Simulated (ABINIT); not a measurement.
HgSe:

```
Hg Se
1.0
     0.00000    3.03900    3.03900
     3.03900    0.00000    3.03900
     3.03900    3.03900    0.00000
Hg Se
1 1
Cartesian
  0.0000 0.0000 0.0000
  4.5585 4.5585 4.5585
```

```yaml
Program: ABINIT 10.8.3 (patched build)
Task: single point
Functional: PBE
Potentials_or_basis: JTH PAW PBE v2.0
Cutoff: 517 eV
k_mesh: 8 × 8 × 8
Occupations: fermi-dirac, width 0.05 eV
Spin: no spin polarisation
```

On this cell: pressure 4.9 GPa; largest force zero by symmetry; band gap on the k mesh none (metal or under the smearing width).

The same run follows on a disturbed copy (atoms moved at random, drawn with an rms of 0.05 Å):

```
Hg Se
1.0
     0.00000    3.03900    3.03900
     3.03900    0.00000    3.03900
     3.03900    3.03900    0.00000
Hg Se
1 1
Direct
  0.00528 0.99175 0.01093
  0.75446 0.73484 0.76053
```

Task: What does the disturbed cell give?

Result: The energy (extrapolated to zero smearing) moves by +1.1 meV/atom; pressure 4.9 GPa; largest force 0.129 eV/Å; band gap on the k mesh none (metal or under the smearing width).

Forces on the atoms (eV/Å):
```
Hg  -0.089 -0.006 -0.094
Se   0.089  0.006  0.094
```

Stress tensor (GPa, compression positive):
```
 4.89 -0.46 -0.04
-0.46  4.90 -0.43
-0.04 -0.43  4.89
```
